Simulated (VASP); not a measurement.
# Na (P6_3/mmc) in VASP: a series of runs

The runs below take Na through single point, with PBE.

Everything below comes from runs of VASP 6.6.1. Logs are shortened: lines on timing, memory, paths and dates and some standing lists are left out, and cuts for length are marked.

### Step 1. The structure

Symmetry: P6_3/mmc, No. 194, hexagonal system. Conventional cell: a = 3.767 Å, b = 3.767 Å, c = 6.154 Å, α = 90.00°, β = 90.00°, γ = 120.00°. Around Na (site symmetry -6m2) lie 12 Na at 3.77 Å.

This isn't the form of Na at room conditions, which is bcc.

### Step 2. Single point, PBE

Contents of INCAR:

```
SYSTEM = Na
PREC     = Accurate       ! precision mode
ENCUT    = 520            ! plane-wave cutoff, eV
EDIFF    = 1E-6           ! SCF threshold, eV
ISMEAR   = 0              ! smearing method
SIGMA    = 0.2            ! smearing width, eV
LREAL    = .FALSE.        ! projectors in reciprocal space
LASPH    = .TRUE.         ! aspherical terms in the spheres
NELM     = 100            ! most SCF steps
ALGO     = Normal         ! electronic algorithm
ISIF     = 2              ! what is computed and relaxed
LWAVE    = .FALSE.        ! write WAVECAR
LCHARG   = .FALSE.        ! write CHGCAR
GGA      = PE             ! functional
NBANDS   = 14             ! bands
ADDGRID  = .FALSE.
```

Contents of KPOINTS:

```
regular mesh
0
G
  4 4 2
  0 0 0
```

Contents of POSCAR:

```
Na
1.0
    3.7670000000      0.0000000000      0.0000000000
   -1.8835000000      3.2623176961      0.0000000000
    0.0000000000      0.0000000000      6.1540000000
Na
2
Direct
    0.6607270000      0.3253030000      0.7651560000
    0.3322080000      0.6634530000      0.2738460000
```

Potentials or basis: VASP PAW PBE potentials, release 64 (Na_pv).

Command:

```sh
$ cat potpaw_PBE.64/Na_pv/POTCAR > POTCAR
$ mpirun -np 1 vasp_std > vasp.out
```

OUTCAR:

```text
SYSTEM = Na
   PREC = Accurate
   ENCUT = 520
   EDIFF = 1E-6
   ISMEAR = 0
   LREAL = .FALSE.
   LASPH = .TRUE.
   NELM = 100
   ISIF = 2
   GGA = PE

 Found     20 irreducible k-points:

 Following reciprocal coordinates:
            Coordinates               Weight
  0.000000  0.000000  0.000000      1.000000
  0.250000 -0.000000  0.000000      2.000000
  0.000000  0.250000  0.000000      2.000000
 -0.250000  0.250000  0.000000      2.000000
  0.500000 -0.000000  0.000000      1.000000
  0.000000  0.500000  0.000000      1.000000
   k-points           NKPTS =     20   k-points in BZ     NKDIM =     20   number of bands    NBANDS=     14
   number of dos      NEDOS =    301   number of ions     NIONS =      2
   total plane-waves  NPLWV =  37632
   dimension x,y,z NGX =    28 NGY =   28 NGZ =   48
   dimension x,y,z NGXF=    56 NGYF=   56 NGZF=   96
   ions per type =               2
   NGX,Y,Z   is equivalent  to a cutoff of  12.36, 12.36, 12.97 a.u.
   NGXF,Y,Z  is equivalent  to a cutoff of  24.71, 24.71, 25.93 a.u.
 SYSTEM =  Na
   PREC   = accura    normal or accurate (medium, high low for compatibility)
   ISTART =      0    job   : 0-new  1-cont  2-samecut
   ICHARG =      2    charge: 1-file 2-atom 10-const
   ISPIN  =      1    spin polarized calculation?
   LNONCOLLINEAR =      F non collinear calculations
   LSORBIT =      F    spin-orbit coupling
   LASPH  =      T    aspherical Exc in radial PAW
   ENCUT  =  520.0 eV  38.22 Ry    6.18 a.u.   7.00  7.00 11.44*2*pi/ulx,y,z
   NELM   =    100;   NELMIN=  2; NELMDL= -5     # of ELM steps
   EDIFF  = 0.1E-05   stopping-criterion for ELM
   LREAL  =      F    real-space projection
   EDIFFG = 0.1E-04   stopping-criterion for IOM
   NSW    =      0    number of steps for IOM
   IBRION =     -1    ionic relax: 0-MD 1-quasi-New 2-CG
   NFREE  =      0    steps in history (QN), initial steepest desc. (CG)
   ISIF   =      2    stress and relaxation
   ISYM   =      2    0-nonsym 1-usesym 2-fastsym
   POTIM  = 0.5000    time-step for ionic-motion
   TEBEG  =    0.0;   TEEND  =   0.0 temperature during run
   PSTRESS=    0.0 pullay stress
   NELECT =      14.0000    total number of electrons
   NUPDOWN=      -1.0000    fix difference up-down
   EMIN   =  10.00;   EMAX   =-10.00  energy-range for DOS
   EFERMI =   0.00;   METHOD = LEGACY
   ISMEAR =     0;   SIGMA  =   0.20  broadening in eV -4-tet -1-fermi 0-gaus
   EFERMI_NEDOS =   21; number of points for ismear=-14 and -15
   IALGO  =     38    algorithm
   IMIX   =      4    mixing-type and parameters
     AMIX     =   0.40;   BMIX     =  1.00
     AMIX_MAG =   1.60;   BMIX_MAG =  1.00
  volume/ion in A,a.u.               =      37.81       255.18
  Fermi-wavevector in a.u.,A,eV,Ry     =   0.933020  1.763153 11.844235  0.870527
  Thomas-Fermi vector in A             =   2.059678
   LORBIT       =      0    0 simple, 1 ext, 2 COOP (PROOUT), +10 PAW based schemes
   GGA     = PE    functional components
   LHFCALC =     F    Hartree Fock is set to
   AEXX    =    0.0000 exact exchange contribution
   IVDW    =     0    specifies the selected vdW correction
   LEPSILON=     F    determine dielectric tensor
   LRPA    =     F    only Hartree local field effects (RPA)
 non-spin polarized calculation
 Gauss-broadening in eV      SIGMA  =   0.20
  energy-cutoff  :      520.00
  volume of cell :       75.63
 maximum number of plane-waves:      2059
   NGX = 13   NGY = 13   NGZ = 23

 number of electron      13.9999997 magnetization

 Free energy of the ion-electron system (eV)
  ---------------------------------------------------
  ext. energy  EPLUGINS =         0.00000000
  ---------------------------------------------------
  free energy    TOTEN  =        -2.58548319 eV

  energy without entropy =       -2.53684749  energy(sigma->0) =       -2.56116534

 E-fermi :   0.5462     XC(G=0):  -6.4508

 val. band max:        0.5149567942   @ k =   0.0000   0.5000   0.0000
 cond. band min:       0.6207747681   @ k =   0.0000   0.5000   0.0000
 fundamental gap:      0.1058179739
 Fermi energy:         0.5461898118

 k-point     1 :       0.0000    0.0000    0.0000
  band No.  band energies     occupation
      1     -24.6785      2.00000
      2     -24.6471      2.00000
      3     -24.6466      2.00000
      4     -24.6458      2.00000
      5     -24.6423      2.00000
      6     -24.6422      2.00000
      7      -2.9661      2.00000
      8       0.8255      0.04829
      9       1.2067      0.00000
     10      10.1389      0.00000
     11      10.1468      0.00000
     12      10.4776      0.00000
     13      10.4914      0.00000
     14      10.6387      0.00000

 k-point     2 :       0.2500   -0.0000    0.0000
  band No.  band energies     occupation
      1     -24.6727      2.00000
      2     -24.6591      2.00000
      3     -24.6546      2.00000
      4     -24.6508      2.00000
      5     -24.6483      2.00000
      6     -24.6445      2.00000
      7      -2.0603      2.00000
      8       1.6395      0.00000
      9       2.0678      0.00000
     10       4.9137      0.00000
     11       7.8752      0.00000
     12       8.0662      0.00000
     13       8.2439      0.00000
     14       9.8129      0.00000
[... 37 lines left out ...]
      1     -24.6717      2.00000
      2     -24.6671      2.00000
      3     -24.6640      2.00000
      4     -24.6545      2.00000
      5     -24.6531      2.00000
      6     -24.6469      2.00000
      7       0.5124      1.18878
      8       0.6245      0.57984
      9       4.0966      0.00000
     10       4.1078      0.00000
     11       4.5566      0.00000
     12       4.8011      0.00000
     13       7.3184      0.00000
     14       8.2459      0.00000

 k-point     6 :       0.0000    0.5000    0.0000
  band No.  band energies     occupation
      1     -24.6719      2.00000
      2     -24.6673      2.00000
      3     -24.6634      2.00000
      4     -24.6542      2.00000
      5     -24.6538      2.00000
      6     -24.6467      2.00000
      7       0.5150      1.17479
      8       0.6208      0.59792
      9       4.0958      0.00000
     10       4.1079      0.00000
     11       4.5715      0.00000
     12       4.7951      0.00000
     13       7.3184      0.00000
     14       8.2281      0.00000

 [... further k-points ...]

------------------------ aborting loop because EDIFF is reached ----------------------------------------

  FORCE on cell =-STRESS in cart. coord.  units (eV):
  Direction    XX          YY          ZZ          XY          YZ          ZX
  --------------------------------------------------------------------------------------
  -------------------------------------------------------------------------------------
  Total        0.2501125      0.2623133     -0.6022546     -0.0038619      0.0003652      0.0003913
  in kB        5.2986674      5.5571433    -12.7588452     -0.0818155      0.0077366      0.0082902
  external PRESSURE =      -0.6343449 kB  Pullay stress =       0.0000000 kB

 VOLUME and BASIS-vectors are now :
 -----------------------------------------------------------------------------
  energy-cutoff  :      520.00
  volume of cell :       75.63
      direct lattice vectors                 reciprocal lattice vectors
     3.767000000  0.000000000  0.000000000     0.265463233  0.153265269  0.000000000
    -1.883500000  3.262317696  0.000000000     0.000000000  0.306530538  0.000000000
     0.000000000  0.000000000  6.154000000     0.000000000  0.000000000  0.162495938

 POSITION                                       TOTAL-FORCE (eV/Angst)
 -----------------------------------------------------------------------------------
      1.87625      1.06124      4.70877         0.000906      0.002241      0.020982
      0.00181      2.16439      1.68525        -0.000906     -0.002241     -0.020982
 -----------------------------------------------------------------------------------
    total drift:                               -0.000048      0.000082     -0.000053

  FREE ENERGIE OF THE ION-ELECTRON SYSTEM (eV)
  ---------------------------------------------------
  free  energy   TOTEN  =        -2.5854831899 eV

  energy  without entropy=       -2.5368474920  energy(sigma->0) =       -2.56116534
```

OSZICAR:

```text
N       E                     dE             d eps       ncg     rms          rms(c)
DAV:   1     0.986020723600E+02    0.98602E+02   -0.76569E+03   560   0.969E+02
DAV:   2     0.128690236601E+01   -0.97315E+02   -0.96325E+02   596   0.270E+02
DAV:   3    -0.253319812847E+01   -0.38201E+01   -0.38171E+01   698   0.625E+01
DAV:   4    -0.258633051061E+01   -0.53132E-01   -0.53130E-01   638   0.784E+00
DAV:   5    -0.258751302216E+01   -0.11825E-02   -0.11825E-02   686   0.121E+00    0.300E-01
DAV:   6    -0.258614499832E+01    0.13680E-02   -0.14975E-03   720   0.405E-01    0.198E-01
DAV:   7    -0.258552935867E+01    0.61564E-03   -0.15424E-03   766   0.379E-01    0.504E-02
DAV:   8    -0.258548278655E+01    0.46572E-04   -0.15373E-04   620   0.144E-01    0.398E-03
DAV:   9    -0.258548318989E+01   -0.40334E-06   -0.28606E-06   638   0.128E-02
   1 F= -.25854832E+01 E0= -.25611653E+01  d E =-.486357E-01
```

Run time: 11 s. Hardware: 1 thread of Intel Xeon Platinum 8488C (Sapphire Rapids), shared host; peak memory 0.17 GiB.

The run converged, but some of its settings lie outside the range that counts as converged, so its numbers aren't taken as properties of the crystal.

Results:

```
Free energy            : -2.5855 eV
Pressure               : -0.1 GPa
Largest force          : 0.021 eV/Å
Band gap on the k mesh : none (metal or under the smearing width)
```

Caveat: the k mesh is coarse (spacing up to 0.51 Å⁻¹), so the values aren't converged.

### Step 3. Single point, PBE

Changes to INCAR since step 2:

```diff
@@ -2,3 +2,3 @@
 PREC     = Accurate       ! precision mode
-ENCUT    = 520            ! plane-wave cutoff, eV
+ENCUT    = 340            ! plane-wave cutoff, eV
 EDIFF    = 1E-6           ! SCF threshold, eV
```

Contents of KPOINTS:

```
regular mesh
0
G
  5 5 3
  0 0 0
```

Contents of POSCAR:

```
Na
1.0
    3.7670000000      0.0000000000      0.0000000000
   -1.8835000000      3.2623176961      0.0000000000
    0.0000000000      0.0000000000      6.1540000000
Na
2
Direct
    0.6666666667      0.3333333333      0.7500000000
    0.3333333333      0.6666666667      0.2500000000
```

Potentials or basis: VASP PAW PBE potentials, release 64 (Na_pv).

Command:

```sh
$ cat potpaw_PBE.64/Na_pv/POTCAR > POTCAR
$ mpirun -np 1 vasp_std > vasp.out
```

It took 3.9 s on 1 thread of Intel Xeon Platinum 8488C (Sapphire Rapids), shared host; peak memory 0.14 GiB.

These settings aren't checked as converged: the numbers below hold their error.

Results:

* Free energy: -2.6964 eV
* Pressure: -0.3 GPa
* Band gap on the k mesh: none (metal or under the smearing width)

Caveat: the k mesh is coarse (spacing up to 0.39 Å⁻¹), so the values aren't converged.

### Step 4. The reference run

An earlier run on the cell as given: functional PBE; potentials or basis VASP PAW PBE potentials, release 64 (Na_pv); cutoff 520 eV; k mesh 8 × 8 × 5; occupations fermi-dirac, width 0.05 eV; no spin polarisation.

- Pressure: -0.2 GPa
- Band gap on the k mesh: none (metal or under the smearing width)
